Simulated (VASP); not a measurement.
# H12CO8 in VASP: notebook

Runs on H12CO8. Level: PBE. Tasks: single point.

Everything below comes from runs of VASP 6.6.1. Logs are shortened: lines on timing, memory, paths and dates and some standing lists are left out, and cuts for length are marked.

## Step 1: Starting point

The cell holds a amorphous, 21 atoms: a = 6.266 Å, b = 6.266 Å, c = 6.266 Å, α = 90.00°, β = 90.00°, γ = 90.00°.

The cell was built by a generator and needn't be a form met in nature.

## Step 2: Single point, PBE

INCAR

```
ALGO = Normal ; EDIFF = 1E-6
ENCUT = 520 ; GGA = PE
ISIF = 2 ; ISMEAR = -1
LASPH = T ; LCHARG = F
LREAL = Auto ; LWAVE = F
NBANDS = 48 ; NELM = 60
PREC = Accurate ; SIGMA = 0.05
```

KPOINTS

```
k-points
0
Gamma
  1 1 1
```

POSCAR

```
H12CO8
1.0
    6.2658270000      0.0000000000      0.0000000000
    0.0000000000      6.2658270000      0.0000000000
    0.0000000000      0.0000000000      6.2658270000
O H C
8 12 1
Direct
    0.0242904887      1.1029350156      0.3534090552
    0.4649984751      0.9131117090      0.1591968626
    0.2850701113      0.2986836375      0.5748004214
    0.5913026325      0.0380316916      0.6821126724
    0.0149062526      0.3781942910      1.0034110421
    0.4721324097      0.4844532094      0.9050521184
    0.6452141114      0.6245304890      0.3546219837
    0.8711539594      0.6126884767      0.6442405767
    0.0358611880      1.1425467061      0.1923130019
    0.0014204031      0.9470098680      0.3380240150
    0.5238095466      0.9765031815      0.0225828131
    0.5809608213      0.8881189985      0.2551458890
    0.3464825952      0.3647244011      0.4342603139
    0.1575689849      0.2305362085      0.4797610914
    0.4451287915      0.1118128541      0.6290310920
    0.6734944964      0.1217716353      0.5890523310
    0.1340445563      0.4040009403      0.8976628305
   -0.1047427578      0.4304300135      0.9059777744
    0.4797451318      0.5793489032      1.0201366875
    0.4423837428      0.6080921162      0.7977717865
    0.7694435228      0.6079963587      0.4931192642
```

Potentials or basis: VASP PAW PBE potentials, release 64 (O, H, C).

Run with:

```
cat potpaw_PBE.64/O/POTCAR potpaw_PBE.64/H/POTCAR potpaw_PBE.64/C/POTCAR > POTCAR
mpirun -np 1 vasp_gam > vasp.out
```

OUTCAR:

```text
EDIFF = 1E-6
   ENCUT = 520
   GGA = PE
   ISIF = 2
   ISMEAR = -1
   LASPH = T
   LREAL = Auto
   NELM = 60
   PREC = Accurate

 ion  position               nearest neighbor table
   1  0.024  0.103  0.353-  10 0.99   9 1.04  14 1.40
   2  0.465  0.913  0.159-  12 0.96  11 1.01
   3  0.285  0.299  0.575-  13 1.05  14 1.08
   4  0.591  0.038  0.682-  16 0.94  15 1.08
   5  0.015  0.378  0.003-  17 1.01  18 1.02
   6  0.472  0.484  0.905-  19 0.94  20 1.04
   7  0.645  0.625  0.355-  21 1.17
   8  0.871  0.613  0.644-  21 1.14
   9  0.036  0.143  0.192-   1 1.04
  10  0.001  0.947  0.338-   1 0.99
  11  0.524  0.977  0.023-   2 1.01
  12  0.581  0.888  0.255-   2 0.96
  13  0.346  0.365  0.434-   3 1.05
  14  0.158  0.231  0.480-   3 1.08   1 1.40
  15  0.445  0.112  0.629-   4 1.08
  16  0.673  0.122  0.589-   4 0.94
  17  0.134  0.404  0.898-   5 1.01
  18  0.895  0.430  0.906-   5 1.02
  19  0.480  0.579  0.020-   6 0.94
  20  0.442  0.608  0.798-   6 1.04
  21  0.769  0.608  0.493-   8 1.14   7 1.17

  LATTYP: Found a simple cubic cell.
 ALAT       =     6.2658270000

  Lattice vectors:

 A1 = (   6.2658270000,   0.0000000000,   0.0000000000)
 A2 = (   0.0000000000,   6.2658270000,   0.0000000000)
 A3 = (   0.0000000000,   0.0000000000,   6.2658270000)

Analysis of symmetry for initial positions (statically):
=====================================================================
 Subroutine PRICEL returns:
 Original cell was already a primitive cell.

 Routine SETGRP: Setting up the symmetry group for a
 simple cubic supercell.

 Subroutine GETGRP returns: Found  1 space group operations
 (whereof  1 operations were pure point group operations)
 out of a pool of 48 trial point group operations.

The static configuration has the point symmetry C_1 .

Analysis of symmetry for dynamics (positions and initial velocities):
=====================================================================
 Subroutine PRICEL returns:
 Original cell was already a primitive cell.

 Routine SETGRP: Setting up the symmetry group for a
 simple cubic supercell.

 Subroutine GETGRP returns: Found  1 space group operations
 (whereof  1 operations were pure point group operations)
 out of a pool of 48 trial point group operations.

The dynamic configuration has the point symmetry C_1 .

 Subroutine INISYM returns: Found  1 space group operations
 (whereof  1 operations are pure point group operations),
 and found     1 'primitive' translations

----------------------------------------------------------------------------------------

                                     Primitive cell

  volume of cell :     246.0001

  direct lattice vectors                    reciprocal lattice vectors
     6.265827000  0.000000000  0.000000000     0.159595852  0.000000000  0.000000000
     0.000000000  6.265827000  0.000000000     0.000000000  0.159595852  0.000000000
     0.000000000  0.000000000  6.265827000     0.000000000  0.000000000  0.159595852

  length of vectors
     6.265827000  6.265827000  6.265827000     0.159595852  0.159595852  0.159595852

  position of ions in fractional coordinates (direct lattice)
     0.024290489  0.102935016  0.353409055
     0.464998475  0.913111709  0.159196863
     0.285070111  0.298683637  0.574800421
     0.591302633  0.038031692  0.682112672
     0.014906253  0.378194291  0.003411042
     0.472132410  0.484453209  0.905052118
[... 13 lines left out ...]
     0.442383743  0.608092116  0.797771787
     0.769443523  0.607996359  0.493119264

  ion indices of the primitive-cell ions
   primitive index   ion index
                 1           1
                 2           2
                 3           3
                 4           4
                 5           5
                 6           6
[... 13 lines left out ...]
                20          20
                21          21

----------------------------------------------------------------------------------------

 KPOINTS: k-points

Automatic generation of k-mesh.
 Grid dimensions read from file:
 generate k-points for:    1    1    1

 Generating k-lattice:

  Cartesian coordinates                     Fractional coordinates (reciprocal lattice)
     0.159595852  0.000000000  0.000000000     1.000000000  0.000000000  0.000000000
     0.000000000  0.159595852  0.000000000     0.000000000  1.000000000  0.000000000
     0.000000000  0.000000000  0.159595852     0.000000000  0.000000000  1.000000000

  Length of vectors
     0.159595852  0.159595852  0.159595852

  Shift w.r.t. Gamma in fractional coordinates (k-lattice)
     0.000000000  0.000000000  0.000000000

 Subroutine IBZKPT returns following result:
 ===========================================

 Found      1 irreducible k-points:

 Following reciprocal coordinates:
            Coordinates               Weight
  0.000000  0.000000  0.000000      1.000000
   k-points           NKPTS =      1   k-points in BZ     NKDIM =      1   number of bands    NBANDS=     48
   number of dos      NEDOS =    301   number of ions     NIONS =     21
   total plane-waves  NPLWV = 110592
   dimension x,y,z NGX =    48 NGY =   48 NGZ =   48
   dimension x,y,z NGXF=    96 NGYF=   96 NGZF=   96
   ions per type =               8  12   1
   NGX,Y,Z   is equivalent  to a cutoff of  12.74, 12.74, 12.74 a.u.
   NGXF,Y,Z  is equivalent  to a cutoff of  25.47, 25.47, 25.47 a.u.
 SYSTEM =  unknown system
   PREC   = accura    normal or accurate (medium, high low for compatibility)
   ISTART =      0    job   : 0-new  1-cont  2-samecut
   ICHARG =      2    charge: 1-file 2-atom 10-const
   ISPIN  =      1    spin polarized calculation?
   LNONCOLLINEAR =      F non collinear calculations
   LSORBIT =      F    spin-orbit coupling
   LASPH  =      T    aspherical Exc in radial PAW
   ENCUT  =  520.0 eV  38.22 Ry    6.18 a.u.  11.65 11.65 11.65*2*pi/ulx,y,z
   NELM   =     60;   NELMIN=  2; NELMDL= -5     # of ELM steps
   EDIFF  = 0.1E-05   stopping-criterion for ELM
   LREAL  =      T    real-space projection
   EDIFFG = 0.1E-04   stopping-criterion for IOM
   NSW    =      0    number of steps for IOM
   IBRION =     -1    ionic relax: 0-MD 1-quasi-New 2-CG
   NFREE  =      0    steps in history (QN), initial steepest desc. (CG)
   ISIF   =      2    stress and relaxation
   ISYM   =      2    0-nonsym 1-usesym 2-fastsym
   POTIM  = 0.5000    time-step for ionic-motion
   TEBEG  =    0.0;   TEEND  =   0.0 temperature during run
   PSTRESS=    0.0 pullay stress
   NELECT =      64.0000    total number of electrons
   NUPDOWN=      -1.0000    fix difference up-down
   EMIN   =  10.00;   EMAX   =-10.00  energy-range for DOS
   EFERMI =   0.00;   METHOD = LEGACY
   ISMEAR =    -1;   SIGMA  =   0.05  broadening in eV -4-tet -1-fermi 0-gaus
   EFERMI_NEDOS =   21; number of points for ismear=-14 and -15
   IALGO  =     38    algorithm
   IMIX   =      4    mixing-type and parameters
     AMIX     =   0.40;   BMIX     =  1.00
     AMIX_MAG =   1.60;   BMIX_MAG =  1.00
  volume/ion in A,a.u.               =      11.71        79.05
  Fermi-wavevector in a.u.,A,eV,Ry     =   1.045097  1.974946 14.860648  1.092227
  Thomas-Fermi vector in A             =   2.179878
   LORBIT       =      0    0 simple, 1 ext, 2 COOP (PROOUT), +10 PAW based schemes
   GGA     = PE    functional components
   LHFCALC =     F    Hartree Fock is set to
   AEXX    =    0.0000 exact exchange contribution
   IVDW    =     0    specifies the selected vdW correction
   LEPSILON=     F    determine dielectric tensor
   LRPA    =     F    only Hartree local field effects (RPA)
 non-spin polarized calculation
  energy-cutoff  :      520.00
  volume of cell :      246.00
 maximum number of plane-waves:      3310
 NGX is ok and might be reduce to    48
   NGX = 23   NGY = 23   NGZ = 23

 number of electron      63.9999996 magnetization

 Free energy of the ion-electron system (eV)
  ---------------------------------------------------
  ext. energy  EPLUGINS =         0.00000000
  ---------------------------------------------------
  free energy    TOTEN  =      -108.22686750 eV

  energy without entropy =     -108.22686750  energy(sigma->0) =     -108.22686750

 E-fermi :  -2.0145     XC(G=0):  -6.6548

 val. band max:       -3.2085835453   @ k =   0.0000   0.0000   0.0000
 cond. band min:       0.5007033171   @ k =   0.0000   0.0000   0.0000
 fundamental gap:      3.7092868624
 Fermi energy:        -2.0144601444

 k-point     1 :       0.0000    0.0000    0.0000
  band No.  band energies     occupation
      1     -26.7668      2.00000
      2     -25.6437      2.00000
      3     -22.7839      2.00000
      4     -21.8342      2.00000
      5     -21.4995      2.00000
      6     -21.3846      2.00000
[... 36 lines left out ...]
     43       6.8541      0.00000
     44       7.1158      0.00000
 [bands above 44 left out]

------------------------ aborting loop because EDIFF is reached ----------------------------------------

  FORCE on cell =-STRESS in cart. coord.  units (eV):
  Direction    XX          YY          ZZ          XY          YZ          ZX
  --------------------------------------------------------------------------------------
  -------------------------------------------------------------------------------------
  Total        3.2370447     -0.5003254     -0.6027404      1.1026572      3.1657348      3.9697130
  in kB       21.0825958     -3.2585767     -3.9255970      7.1815122     20.6181607     25.8544020
  external PRESSURE =       4.6328074 kB  Pullay stress =       0.0000000 kB

 VOLUME and BASIS-vectors are now :
 -----------------------------------------------------------------------------
  energy-cutoff  :      520.00
  volume of cell :      246.00
      direct lattice vectors                 reciprocal lattice vectors
     6.265827000  0.000000000  0.000000000     0.159595852  0.000000000  0.000000000
     0.000000000  6.265827000  0.000000000     0.000000000  0.159595852  0.000000000
     0.000000000  0.000000000  6.265827000     0.000000000  0.000000000  0.159595852

 POSITION                                       TOTAL-FORCE (eV/Angst)
 -----------------------------------------------------------------------------------
      0.15220      0.64497      2.21440        -1.227572     -1.117503     -3.071263
      2.91360      5.72140      0.99750        -0.620036      1.009742     -2.243240
      1.78620      1.87150      3.60160        -0.585677      0.816565     -3.943115
      3.70500      0.23830      4.27400        -2.807604     -0.401510      0.125289
      0.09340      2.36970      0.02137        -0.401542      0.787151     -2.271618
      2.95830      3.03550      5.67090        -0.574047      1.546945     -3.253848
[... 13 lines left out ...]
      2.77190      3.81020      4.99870         0.304221     -2.256472      1.000430
      4.82120      3.80960      3.08980        -2.048038      0.507436     -1.176932
 -----------------------------------------------------------------------------------
    total drift:                                0.008630     -0.003162      0.003479

  FREE ENERGIE OF THE ION-ELECTRON SYSTEM (eV)
  ---------------------------------------------------
  free  energy   TOTEN  =      -108.2268675048 eV

  energy  without entropy=     -108.2268675046  energy(sigma->0) =     -108.22686750
```

Wall time 30 s (1 thread of Intel Xeon Platinum 8259CL at 2.50GHz (Skylake/Cascade Lake), shared host); peak memory 0.31 GiB.

Results:

```yaml
Free_energy: -108.2269 eV
Pressure: 0.5 GPa
Largest_force: 4.069 eV/Å
Band_gap_on_the_k_mesh: 3.71 eV, direct
```

Forces on the atoms (eV/Å):
```
O   -1.228 -1.118 -3.071
O   -0.620  1.010 -2.243
O   -0.586  0.817 -3.943
O   -2.808 -0.402  0.125
O   -0.402  0.787 -2.272
O   -0.574  1.547 -3.254
O    0.056 -0.968 -0.761
O    2.497 -0.182  2.334
H   -0.193  0.481  1.629
H    0.515  0.768  0.631
H   -0.340 -0.411  1.245
H    0.445  0.143  0.161
H   -0.265 -0.605  2.377
H    1.214 -0.133  1.694
H    1.231 -0.662  1.122
H    1.889  0.829 -0.905
H   -0.235 -0.485  1.196
H    0.855 -0.863  1.587
H    0.292  1.197  2.525
H    0.304 -2.256  1.000
C   -2.048  0.507 -1.177
```

Levels at points of the mesh, in eV from the valence-band top:
```tsv
k point	band 28	band 29	band 30	band 31	band 32	band 33	band 34	band 35	band 36	band 37
(0.00, 0.00, 0.00)	-0.70	-0.49	-0.46	-0.28	0.00	3.71	5.41	5.44	7.07	7.65
```

Caveat: the standard files for N, O and F lose accuracy on very short bonds.

(Continued in part 2 of 2.)
